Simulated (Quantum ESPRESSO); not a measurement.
The system is CaO.

```
CELL_PARAMETERS angstrom
0.00000 2.40356 2.40356
2.40356 0.00000 2.40356
2.40356 2.40356 0.00000
ATOMIC_POSITIONS crystal
Ca 0.00000 0.00000 0.00000
O 0.50000 0.50000 0.50000
```

The cell is a database's computed one.

Base run:

```yaml
Program: Quantum ESPRESSO 7.5
Functional: LDA
Potentials_or_basis: SG15 PBE 1.2
Cutoff: 1197 eV
Density_cutoff: 4789 eV
k_mesh: 10 × 10 × 10
Occupations: fermi-dirac, width 0.05 eV
Spin: no spin polarisation
```

Its results: band gap on the k mesh 3.47 eV, indirect (least direct gap 3.85 eV); pressure -5.9 GPa.

The run is repeated on the same cell with these changes: functional from LDA to RPBE. What comes out?

Band gap on the k mesh 3.76 eV, indirect (least direct gap 4.13 eV); pressure 5.0 GPa.

RPBE binds less tightly than LDA, so the same cell stands under more pressure.

Caveats: the potentials were made for another functional, which shifts forces and pressure.

Not every run made on this cell is shown here.
